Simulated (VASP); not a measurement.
VASP 6.6.1 run: SrO

INCAR

```
METAGGA = R2SCAN
IBRION = -1
NSW = 0
ISIF = 2
LCHARG = .FALSE.
MAGMOM = 2 -2
NELM = 82
ENCUT = 520
PREC = Accurate
LREAL = .FALSE.
EDIFF = 1E-7
LWAVE = .FALSE.
NBANDS = 15
ISPIN = 2
SIGMA = 0.1
ALGO = Normal
ISMEAR = 1
LASPH = .TRUE.
```

KPOINTS

```
KPOINTS created by Atomic Simulation Environment
0
Gamma
8 8 8
0 0 0
```

POSCAR

```
Sr O
 1.0000000000000000
    -0.0000000000000000    2.5798923271472485    2.5798923271472485
     2.5798923271472485    0.0000000000000000    2.5798923271472485
     2.5798923271472485    2.5798923271472485   -0.0000000000000000
 Sr  O
   1   1
Cartesian
 -0.0000000000000000 -0.0000000000000000 -0.0000000000000000
  2.5798923271472485  2.5798923271472485  2.5798923271472485
```

The recommended PBE PAW datasets give the neutral cell 16 valence electrons.

Command

```
mpirun -np 1 vasp_std
```

OSZICAR

```
N       E                     dE             d eps       ncg     rms          rms(c)
DAV:   1     0.514240418091E+02    0.51424E+02   -0.85847E+03  1740   0.106E+03
DAV:   2    -0.286677905609E+02   -0.80092E+02   -0.73591E+02  2365   0.227E+02
DAV:   3    -0.319810433094E+02   -0.33133E+01   -0.32901E+01  2312   0.405E+01
DAV:   4    -0.320546028103E+02   -0.73560E-01   -0.73551E-01  2039   0.594E+00
DAV:   5    -0.320564724757E+02   -0.18697E-02   -0.18696E-02  2166   0.775E-01    0.204E+01
DAV:   6    -0.268515319837E+02    0.52049E+01   -0.42827E+00  2407   0.158E+01    0.154E+01
DAV:   7    -0.270151674325E+02   -0.16364E+00   -0.45776E-01  1936   0.587E+00    0.974E+00
DAV:   8    -0.270462038393E+02   -0.31036E-01   -0.67997E-02  2181   0.230E+00    0.487E+00
DAV:   9    -0.270538349765E+02   -0.76311E-02   -0.37113E-02  1824   0.201E+00    0.104E+00
DAV:  10    -0.270547589261E+02   -0.92395E-03   -0.61546E-03  1824   0.719E-01    0.264E-01
DAV:  11    -0.270553057594E+02   -0.54683E-03   -0.10204E-03  2244   0.242E-01    0.114E-01
DAV:  12    -0.270554140942E+02   -0.10833E-03   -0.10309E-04  1789   0.115E-01    0.106E-01
DAV:  13    -0.270554219862E+02   -0.78920E-05   -0.15883E-05  1880   0.388E-02    0.233E-02
DAV:  14    -0.270554242220E+02   -0.22358E-05   -0.54711E-06  2252   0.170E-02    0.191E-02
DAV:  15    -0.270554241052E+02    0.11685E-06   -0.75532E-07  2231   0.805E-03    0.583E-03
DAV:  16    -0.270554238913E+02    0.21383E-06   -0.53423E-07  1942   0.645E-03    0.370E-03
DAV:  17    -0.270554237477E+02    0.14361E-06   -0.54791E-08  1053   0.196E-03    0.155E-03
DAV:  18    -0.270554236690E+02    0.78753E-07   -0.31198E-08   926   0.170E-03
   1 F= -.27055424E+02 E0= -.27055727E+02  d E =0.910953E-03  mag=     0.0000
```

It converged. Results: pressure 0.5 GPa; magnetic moment of the cell 0.00 μB.

For comparison, a separate r²SCAN run of the intended cell, on usual settings and not on those above, gives a gap of 3.75 eV on its mesh and a pressure of 0.5 GPa.

The run above took about 1.8 min on one core of a shared host (Intel Xeon Platinum 8488C) and held 0.19 GiB at most.
